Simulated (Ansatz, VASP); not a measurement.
## KF (Carobbiite) in two plane-wave programs

Wanted: the spread between two codes on one cell, functional and k mesh.

Main program and level: Ansatz 0.2.0; plane waves, with VASP 6.6.1 beside it; single point at PBE and dielectric response at PBE.

**1. The structure**

The structure is cubic, space group Fm-3m (No. 225). Conventional cell: a = 5.344 Å, b = 5.344 Å, c = 5.344 Å, α = 90.00°, β = 90.00°, γ = 90.00°. Nearest to K lie 6 F at 2.67 Å. Nearest to F lie 6 K at 2.67 Å. Farther neighbours and most contacts between anions are not listed.

**2. Ansatz: single point, PBE**

Ansatz runs on its default PAW (the set named soft_2) files.

A single point gives forces, pressure and levels at one fixed geometry, so differences don't come from the geometry; what else differs is listed under the comparison.

File input.yaml:

```yaml
crystal:
  lattice:
    - [0.0, 2.67185, 2.67185]
    - [2.67185, 0.0, 2.67185]
    - [2.67185, 2.67185, 0.0]
  atoms:
    - { symbol: K, position: [0.0, 0.0, 0.0] }
    - { symbol: F, position: [0.5, 0.5, 0.5] }
hamiltonian:
  xc: pbe
  pseudopotentials: { kind: paw }
kpoints:
  mp_grid: { grid: [7, 7, 7] }
scf:
  occupations: { method: gaussian, width: 0.05 }
  n_extra_bands: 4
output:
  forces: true
  stress: true
  eigenvalues: true
```

Started as:

```sh
$ ansatz run input.yaml --threads 2 --pin off --max-ram 4608MiB --backend cpu --events-out ev --progress --plain --runs-dir out
```

Numbers of over 12 decimals in the logs are rounded to 6 here.

Log:

```text
scf.n_extra_bands = 4 over 8 filled bands (N_el = 16.0): the run solves 12 bands
Engine: ansatz 0.2.0, aarch64-unknown-linux-gnu
Pseudopotentials: kind: paw
Pseudopotential: K, paw, valence charge 9, recommended cutoff 420 eV (normal), K.paw.azcp
Pseudopotential: F, paw, valence charge 7, recommended cutoff 420 eV (normal), F.paw.azcp
Functional definition: PBE
  parameter kappa = 0.804
  parameter beta = 0.066725
  exchange = pbe_x(kappa = kappa, mu = beta*pi^2/3)
  correlation = pbe_c(beta = beta)
Crystal: 2 atoms, lattice volume = 38.148 Å³
Basis set: ecut = 420 eV, 725 PW (Γ), exchange–correlation on 54×54×54 points (8 copies of the dense FFT grid, shifted against one another)
Bands: 12, of which v1, the nominal top of the filled ones, is band 8 counted from 1 (7 counted from 0)
Symmetry: 48 space group operations
Space group: Fm-3m (ITA 225), of the structure as read, at distance tolerance 3.4e-5 Å
k-points: 20 of 343
Non-local potential: K, projectors of the file, l = 0: 3, l = 1: 2, l = 2: 2
Non-local potential: F, projectors of the file, l = 0: 2, l = 1: 2, l = 2: 1
PAW form: soft (Blöchl's): semilocal exchange-correlation on the pseudo side does not see the compensation charge
PAW one-centre angular grid: K, 110 points (default); XC on 64 Gauss nodes
PAW one-centre angular grid: F, 110 points (default); XC on 64 Gauss nodes
Initial density: superposition of atomic densities (neutral atoms: chi_scale 0, normalization atom), corrected by the library's trained network
Initial wavefunctions: pseudopotential atomic-orbital guess
Functional: x = pbe(κ = 0.804, μ = 0.219515), c = pbe(β = 0.066725)
SCF iter   1: F=—  HF=-2348.796115 eV  |F-HF|=—  |Δ(HF+E_count)|=         —  Δρ=6.94e-4  dr2=9.10e-5  ethr=1.77e-3  ⟨swp⟩=5.7  Hψ=1529  notcnv=0
preconditioner: auto → none  [insulator: Δε(μ)=6.179 eV  Ē_g=17.602 eV  σ=0.050 eV  W_gap=1.00  n_scr=14 (ndim 8)  ℏωp=22.5 eV  f_vac=0.122  D(μ)=0.00/eV (n_scr^D=0)  ε∞_Penn≈2.6]
SCF iter   2: F=—  HF=-2348.796043 eV  |F-HF|=—  |Δ(HF+E_count)|=   7.23e-5  Δρ=1.11e-3  dr2=3.56e-4  ethr=5.69e-7  ⟨swp⟩=2.2  Hψ=568  notcnv=0
SCF iter   3: F=—  HF=-2348.795981 eV  |F-HF|=—  |Δ(HF+E_count)|=   6.20e-5  Δρ=4.57e-4  dr2=6.82e-5  ethr=5.69e-7  ⟨swp⟩=2.0  Hψ=380  notcnv=0
SCF iter   4: F=—  HF=-2348.796002 eV  |F-HF|=—  |Δ(HF+E_count)|=   2.14e-5  Δρ=2.06e-4  dr2=1.09e-5  ethr=4.26e-7  ⟨swp⟩=2.0  Hψ=380  notcnv=0
SCF iter   5: F=—  HF=-2348.796005 eV  |F-HF|=—  |Δ(HF+E_count)|=   2.25e-6  Δρ=1.53e-4  dr2=6.69e-6  ethr=6.78e-8  ⟨swp⟩=1.0  Hψ=240  notcnv=0
SCF iter   6: F=—  HF=-2348.796004 eV  |F-HF|=—  |Δ(HF+E_count)|=   1.17e-6  Δρ=7.85e-5  dr2=1.82e-6  ethr=4.18e-8  ⟨swp⟩=1.0  Hψ=240  notcnv=0
SCF iter   7: F=-2348.796003 eV  HF=-2348.796003 eV  |F-HF|=3.18e-8  |Δ(HF+E_count)|=   4.49e-7  Δρ=1.11e-5  dr2=3.75e-8  ethr=6.25e-10  ⟨swp⟩=3.0  Hψ=894  notcnv=0
SCF 1 converged in 7 iterations: F = -2348.796003 eV  dr2 = 3.75e-8
  greatest PAW one-centre occupation: 0.988 electrons in one spin orbital (limit 2), on the K atom at site 0 (counted from 0), in its partial waves of l = 0
SCF converged after 7 iterations
Free energy (F): -2348.796003 eV
Harris-Foulkes:  -2348.796003 eV  (|F-HF|=3.18e-8)
Internal energy: -2348.796003 eV  (E = F + TS)
E sigma→0 (E₀):  -2348.796003 eV
Fermi energy:    4.552338 eV
--- Per-component energies (eV) ---
  E_band       = -125.163554
  E_kinetic    = 462.342380
  E_local      = -1111.071138  (includes V_loc(G=0)·N_el)
  E_nonlocal   = 85.952594
  E_hartree    = 400.710235
  E_xc         = -216.472398
  E_vxc        = -269.093687  (∫ρ·V_xc dr)
  E_paw        = -982.197804  (= ΣΔE_a)
  E_vpaw       = -94.711154  (= ΣTr[D̂ρ^β])
  E_aug_tail   = 0.002067  (compensation charges beyond the density's cutoff)
  E_ewald      = -988.061939
  E_smearing   = -0.000000  (= −TS)
  E_closure    = 0.000000  (closes the sum)
  Σ components = -2348.796003   (vs F -2348.796003, Δ=0.00e0)
--- Forces (eV/Å), atoms counted from 1 ---
  atom   1  K     -0.00000000     0.00000000     0.00000000
  atom   2  F      0.00000000    -0.00000000    -0.00000000
  max |Σ_I F_I| component: 3.24e-29 eV/Å
--- Stress (GPa, compression-positive) ---
        1.380166      -0.000000      -0.000000
        0.000000       1.380166      -0.000000
        0.000000      -0.000000       1.380166
  P = ⅓ Tr σ = 1.3802 GPa (13.802 kbar)
--- Band table (eV; the first three rows and the last of 20) ---
  k-point 0: bands = [... 4 lower, -7.9124, 1.4612, 1.4612, 1.4612, 7.6430, 12.1368, 12.1368, 12.1368]
  k-point 1: bands = [... 4 lower, -7.9194, 1.2840, 1.3934, 1.3934, 8.1997, 11.8348, 12.4019, 12.4019]
  k-point 2: bands = [... 4 lower, -7.9349, 0.9413, 1.2452, 1.2452, 9.5034, 11.5185, 13.0060, 13.0060]
  k-point 19: bands = [... 4 lower, -8.0067, 1.0480, 1.2708, 1.2853, 10.8653, 11.5795, 12.6929, 14.8584]
```

Run time: 0.4 s. Hardware: 2 threads of Arm Neoverse V2, shared host; peak memory 0.26 GiB.

The column dr2 measures how far the density is from self-consistency, as an energy; F and HF (Harris–Foulkes) agree once it is small.

The run ends at a pressure of 1.38 GPa.

**3. VASP: single point, PBE**

The same cell, functional, mesh and smearing now go to VASP, with its own data sets and cutoff.

Lines of VASP's logs that name or quote its potential files are left out, and so is its time.

File INCAR:

```
SYSTEM = KF
PREC = Accurate
ENCUT = 520
EDIFF = 1E-07
NELM = 100
ISMEAR = 0
SIGMA = 0.05
LREAL = .FALSE.
ALGO = Normal
GGA = PE
NBANDS = 14
LORBIT = 11
LWAVE = .FALSE.
LCHARG = .FALSE.
KPAR = 4
```

File POSCAR:

```
KF
1.0
    0.0000000000      2.6718500000      2.6718500000
    2.6718500000      0.0000000000      2.6718500000
    2.6718500000      2.6718500000      0.0000000000
K F
1 1
Direct
    0.0000000000      0.0000000000      0.0000000000
    0.5000000000      0.5000000000      0.5000000000
```

File KPOINTS:

```
Automatic mesh
0
Gamma
7 7 7
0 0 0
```

Potentials, in the order of the species: K_sv and F (PBE family, release 64).

Started as:

```sh
$ mpirun -np 4 vasp_std
```

Log:

```text
[banner, memory and clock lines left out]
running    4 mpi-ranks, on    1 nodes
 distrk:  each k-point on    1 cores,    4 groups
 distr:  one band on    1 cores,    1 groups

 POSCAR found type information on POSCAR K F
 POSCAR found :  2 types and       2 ions
 LDA part: xc-table for (Slater+PW92), standard interpolation
 POSCAR, INCAR and KPOINTS ok, starting setup
 FFT: planning ... GRIDC
 FFT: planning ... GRID_SOFT
 FFT: planning ... GRID
 WAVECAR not read
 entering main loop
       N       E                     dE             d eps       ncg     rms          rms(c)
DAV:   1     0.116312615458E+03    0.11631E+03   -0.84461E+03   560   0.111E+03
DAV:   2    -0.447243432941E+01   -0.12079E+03   -0.11191E+03   692   0.300E+02
DAV:   3    -0.942740197209E+01   -0.49550E+01   -0.49325E+01   720   0.557E+01
DAV:   4    -0.955182951663E+01   -0.12443E+00   -0.12441E+00   748   0.854E+00
DAV:   5    -0.955363054709E+01   -0.18010E-02   -0.18010E-02   724   0.960E-01    0.633E+00
DAV:   6    -0.831852116179E+01    0.12351E+01   -0.36873E+00   608   0.158E+01    0.397E+00
DAV:   7    -0.829127412527E+01    0.27247E-01   -0.90409E-02   670   0.243E+00    0.228E+00
DAV:   8    -0.828803843665E+01    0.32357E-02   -0.56748E-02   620   0.245E+00    0.219E-01
DAV:   9    -0.828953365450E+01   -0.14952E-02   -0.60766E-03   734   0.632E-01    0.127E-01
DAV:  10    -0.828998770832E+01   -0.45405E-03   -0.67189E-04   652   0.221E-01    0.620E-02
DAV:  11    -0.829014370610E+01   -0.15600E-03   -0.17676E-04   572   0.107E-01    0.211E-02
DAV:  12    -0.829013399376E+01    0.97123E-05   -0.30548E-05   698   0.469E-02    0.437E-03
DAV:  13    -0.829013476974E+01   -0.77598E-06   -0.44335E-06   608   0.183E-02    0.351E-03
DAV:  14    -0.829013462992E+01    0.13982E-06   -0.54508E-07   662   0.706E-03    0.644E-04
DAV:  15    -0.829013462936E+01    0.55866E-09   -0.20369E-08   394   0.142E-03
   1 F= -.82901346E+01 E0= -.82901346E+01  d E =-.117509E-15
```

Parts of OUTCAR (step 3):

```text
ion  position               nearest neighbor table
   1  0.000  0.000  0.000-   2 2.67   2 2.67   2 2.67   2 2.67   2 2.67   2 2.67
   2  0.500  0.500  0.500-   1 2.67   1 2.67   1 2.67   1 2.67   1 2.67   1 2.67

  LATTYP: Found a face centered cubic cell.
 ALAT       =     5.3437000000

 Subroutine GETGRP returns: Found 48 space group operations
 (whereof 48 operations were pure point group operations)

The static configuration has the point symmetry O_h .

 Found     20 irreducible k-points:

   k-points           NKPTS =     20   k-points in BZ     NKDIM =     20   number of bands    NBANDS=     14

   dimension x,y,z NGX =    28 NGY =   28 NGZ =   28
   dimension x,y,z NGXF=    56 NGYF=   56 NGZF=   56

   ENCUT  =  520.0 eV  38.22 Ry    6.18 a.u.   7.03  7.03  7.03*2*pi/ulx,y,z

   NELECT =      16.0000    total number of electrons

 k-points in reciprocal lattice and weights: Automatic mesh
   0.00000000  0.00000000  0.00000000       0.003
   0.14285714  0.00000000  0.00000000       0.023
   0.28571429  0.00000000  0.00000000       0.023
   0.42857143  0.00000000  0.00000000       0.023
   0.14285714  0.14285714  0.00000000       0.017
   0.28571429  0.14285714  0.00000000       0.070
   0.42857143  0.14285714  0.00000000       0.070
  -0.42857143  0.14285714  0.00000000       0.070
  -0.28571429  0.14285714  0.00000000       0.070
[...]
-0.42857143  0.42857143  0.14285714       0.070
  -0.28571429  0.42857143  0.14285714       0.070

 average (electrostatic) potential at core
       1 -36.0909       2 -77.9501

 E-fermi :  -2.5382

 k-point     1 :       0.0000    0.0000    0.0000
  band No.  band energies     occupation
    ...
      4     -12.1924      2.00000
      5     -12.1924      2.00000
      6      -2.8046      2.00000
      7      -2.8046      2.00000
      8      -2.8046      2.00000
      9       3.3612      0.00000
     10       7.8747      0.00000
     11       7.8747      0.00000
     12       7.8747      0.00000
     13       9.5466      0.00000
    ...

 k-point     2 :       0.1429    0.0000    0.0000
  band No.  band energies     occupation
    ...
      4     -12.1995      2.00000
      5     -12.1995      2.00000
      6      -2.9825      2.00000
      7      -2.8722      2.00000
      8      -2.8722      2.00000
      9       3.9188      0.00000
     10       7.5696      0.00000
     11       8.1451      0.00000
     12       8.1451      0.00000
     13       9.7347      0.00000
    ...

 k-point     3 :       0.2857    0.0000    0.0000
  band No.  band energies     occupation
    ...
      4     -12.2151      2.00000
      5     -12.2151      2.00000
      6      -3.3261      2.00000
      7      -3.0199      2.00000
      8      -3.0199      2.00000
      9       5.2250      0.00000
     10       7.2503      0.00000
     11       8.7633      0.00000
     12       8.7633      0.00000
     13      10.3301      0.00000
    ...

  Total        0.3389265      0.3389265      0.3389265     -0.0000000     -0.0000000      0.0000000
  in kB       14.2347513     14.2347513     14.2347513     -0.0000000     -0.0000000      0.0000000
  external PRESSURE =      14.2347513 kB  Pullay stress =       0.0000000 kB

  energy-cutoff  :      520.00
  volume of cell :       38.15
      direct lattice vectors                 reciprocal lattice vectors
     0.000000000  2.671850000  2.671850000    -0.187136254  0.187136254  0.187136254
     2.671850000  0.000000000  2.671850000     0.187136254 -0.187136254  0.187136254
     2.671850000  2.671850000  0.000000000     0.187136254  0.187136254 -0.187136254

 POSITION                                       TOTAL-FORCE (eV/Angst)
 -----------------------------------------------------------------------------------
      0.00000      0.00000      0.00000        -0.000000     -0.000000     -0.000000
      2.67185      2.67185      2.67185         0.000000      0.000000      0.000000
 -----------------------------------------------------------------------------------
    total drift:                                0.000000      0.000000      0.000000

  FREE ENERGIE OF THE ION-ELECTRON SYSTEM (eV)
  ---------------------------------------------------
  free  energy   TOTEN  =        -8.2901346294 eV

  energy  without entropy=       -8.2901346294  energy(sigma->0) =       -8.29013463

 total charge
# of ion       s       p       d       tot
------------------------------------------
    1        1.958   5.593   0.033   7.584
    2        1.730   4.353   0.000   6.084
--------------------------------------------------
tot          3.689   9.946   0.033  13.668

[... 3 further parts left out ...]
```

The run ends at a pressure of 1.42 GPa.

**4. Comparison**

Known differences besides the potentials themselves: the cutoff is 420 eV in Ansatz and 520 eV in VASP; VASP leaves aspherical gradient terms in its spheres out (LASPH is not set), Ansatz keeps them. Total energies have different zeros and are not compared.

The two programs side by side:

```csv
quantity,Ansatz,VASP,difference
pressure (GPa),1.38,1.42,-0.04
pressure without Ansatz's Pulay correction (GPa),1.07,1.42,-0.35
gap on the k mesh (eV),6.182,6.166,+0.016
```

A gap on the mesh is an upper bound, since the band edges may lie between its points. Ansatz's pressure holds a Pulay correction of 0.31 GPa; VASP's holds none.

**5. VASP: dielectric response, PBE**

The response to a field tests empty states and converges slowly with the mesh.

File INCAR:

```
SYSTEM = KF
PREC = Accurate
ENCUT = 520
EDIFF = 1E-08
NELM = 100
ISMEAR = 0
SIGMA = 0.01
LREAL = .FALSE.
ALGO = Normal
GGA = PE
NBANDS = 14
LWAVE = .FALSE.
LCHARG = .FALSE.
KPAR = 4
LEPSILON = .TRUE.
```

POSCAR is that of step 3.

File KPOINTS:

```
Automatic mesh
0
Gamma
11 11 11
0 0 0
```

Started as:

```sh
$ mpirun -np 4 vasp_std
```

Log:

```text
[... set-up lines as in an earlier step ...]
 entering main loop
       N       E                     dE             d eps       ncg     rms          rms(c)
DAV:   1     0.116443096320E+03    0.11644E+03   -0.83321E+03  1576   0.111E+03
DAV:   2    -0.454980187327E+01   -0.12099E+03   -0.11081E+03  2038   0.298E+02
DAV:   3    -0.942118916925E+01   -0.48714E+01   -0.48491E+01  1982   0.550E+01
DAV:   4    -0.955188395097E+01   -0.13069E+00   -0.13067E+00  2136   0.815E+00
[...]
DAV:  13    -0.829010409564E+01   -0.57723E-06   -0.39128E-06  1664   0.173E-02    0.309E-03
DAV:  14    -0.829010400941E+01    0.86228E-07   -0.41079E-07  1952   0.629E-03    0.589E-04
DAV:  15    -0.829010401150E+01   -0.20964E-08   -0.18392E-08  1714   0.127E-03
   1 F= -.82901040E+01 E0= -.82901040E+01  d E =-.190292E-48
 Linear response reoptimize wavefunctions to high precision
DAV:   1    -0.829010401175E+01   -0.24943E-09   -0.21203E-09  1508   0.438E-04
DAV:   2    -0.829010401183E+01   -0.78671E-10   -0.13247E-10  1168   0.952E-05
 Linear response G [H, r] |phi>, progress :
  Direction:   1
[...]
RMM:  14    -0.114486113894E+00   -0.94221E-07   -0.59324E-08  6297   0.107E-04    0.163E-05
RMM:  15    -0.114486079903E+00    0.33991E-07   -0.11832E-08  5289   0.650E-05    0.708E-06
 change of polarisation eV/A/(eV/A) component  2 :     0.005     0.207    -0.002
 dielectric tensor                  component  2 :     0.022     1.982    -0.009
 Linear response to external field, progress :
  Direction:   3
       N       E                     dE             d eps       ncg     rms          rms(c)
RMM:   1    -0.112699893091E+00   -0.11270E+00   -0.18955E-01  7831   0.252E+00
RMM:   2    -0.114412701302E+00   -0.17128E-02   -0.16792E-02  6746   0.602E-01    0.646E-01
RMM:   3    -0.106485386841E+00    0.79273E-02   -0.11333E-02  6507   0.702E-01    0.311E-01
RMM:   4    -0.109730706393E+00   -0.32453E-02   -0.42990E-03  6740   0.485E-01    0.115E-01
[...]
RMM:  13    -0.114486007198E+00   -0.45049E-07   -0.89203E-08  7069   0.211E-04    0.126E-05
RMM:  14    -0.114486133070E+00   -0.12587E-06   -0.67481E-08  6412   0.110E-04    0.163E-05
RMM:  15    -0.114486057992E+00    0.75078E-07   -0.19850E-08  5170   0.652E-05    0.261E-06
 change of polarisation eV/A/(eV/A) component  3 :    -0.001     0.003     0.207
 dielectric tensor                  component  3 :    -0.003     0.016     1.982
 Born effective charges drift removed
```

Parts of OUTCAR (step 5):

```text
  Total        0.3387405      0.3387405      0.3387405      0.0000000     -0.0000000     -0.0000000
  in kB       14.2269404     14.2269404     14.2269404      0.0000000     -0.0000000     -0.0000000
  external PRESSURE =      14.2269404 kB  Pullay stress =       0.0000000 kB

 POSITION                                       TOTAL-FORCE (eV/Angst)
 -----------------------------------------------------------------------------------
      0.00000      0.00000      0.00000         0.000000     -0.000000     -0.000000
      2.67185      2.67185      2.67185        -0.000000      0.000000      0.000000
 -----------------------------------------------------------------------------------
    total drift:                                0.000000      0.000000      0.000000

 MACROSCOPIC STATIC DIELECTRIC TENSOR (including local field effects in DFT)
 ------------------------------------------------------
           1.982366     0.000000    -0.000000
           0.000000     1.982366     0.000000
          -0.000000     0.000000     1.982366
 ------------------------------------------------------

[... 1 part as in an earlier step ...]

[... 1 further part left out ...]
```

**6. Ansatz: dielectric response, PBE**

The same cell, functional and mesh now go to Ansatz, which takes its cutoff from its data sets.

input.yaml, the sections that differ from step 2:

```yaml
kpoints:
  mp_grid: { grid: [11, 11, 11] }
scf:
  occupations: { method: fixed }
dielectric:
  method: response
# crystal, hamiltonian: as in step 2
# output: removed
```

Started as:

```sh
$ ansatz run input.yaml --threads 2 --pin off --max-ram 4608MiB --backend cpu --events-out ev --progress --plain --runs-dir out
```

Log:

```text
[...]
Crystal: 2 atoms, lattice volume = 38.148 Å³
Basis set: ecut = 420 eV, 725 PW (Γ), exchange–correlation on 54×54×54 points (8 copies of the dense FFT grid, shifted against one another)
Bands: 12, of which v1, the nominal top of the filled ones, is band 8 counted from 1 (7 counted from 0)
Symmetry: 48 space group operations
k-points: 126 of 1331 (irreducible under 8 space group operations, time reversal used)
[...]
Born effective charges Z* (e; rows j = field, columns β = displacement):
    site 0:
         1.13763   -0.00000    0.00000
         0.00000    1.13763    0.00000
         0.00000   -0.00000    1.13763
    site 1:
        -1.13763    0.00000    0.00000
         0.00000   -1.13763   -0.00000
         0.00000    0.00000   -1.13763
  Z* charge neutrality: 2.880e-5 e pre-enforcement
  k-mesh period / interband length: 41.6 Å / 0.84 Å = 49.22 at k = (0.0000, 0.0000, 0.0000), direct gap 6.182 eV — 14 or more, which is no proof of convergence
[key lines of the parts left out:]
SCF converged after 10 iterations
Free energy (F): -2348.796011 eV
Fermi energy:    1.461518 eV
```

Wall time 7.2 s (2 threads); peak memory 0.41 GiB; 14 s of CPU time.

**7. Comparison**

The two programs side by side:

```csv
quantity,Ansatz,VASP,difference
ε∞ xx,1.99,1.98,+0.17 %
ε∞ yy,1.99,1.98,+0.17 %
ε∞ zz,1.99,1.98,+0.17 %
Born charge of K1 (mean of the diagonal) (e),1.14,1.14,0.00
Born charge of F2 (mean of the diagonal) (e),-1.14,-1.14,0.00
```

**8. Outcome**

```
difference in gap on the k mesh (single point, PBE) : 0.016 eV
difference in ε∞ xx (dielectric response, PBE)      : 0.17 %
```

In words: The difference in gap on the k mesh is 0.016 eV (single point, PBE), within the 0.08 eV picked in this series as the mark of a large difference. Such differences can come from data sets, numerical settings and the points named under the comparisons, not from the functional's error against experiment.

[Lines on the potential files, build, host, timing and source positions are cut from VASP's logs without a mark.]

[Logs are printed without paths, hosts, clocks, repeated set-up lines and the standing remarks that a program may print on its own settings, such as how far it seeks lower states.]

[Hosts, paths, dates, database ids (printed as entryN), source tags and the programs' standing remarks are cut or masked in the printed files.]
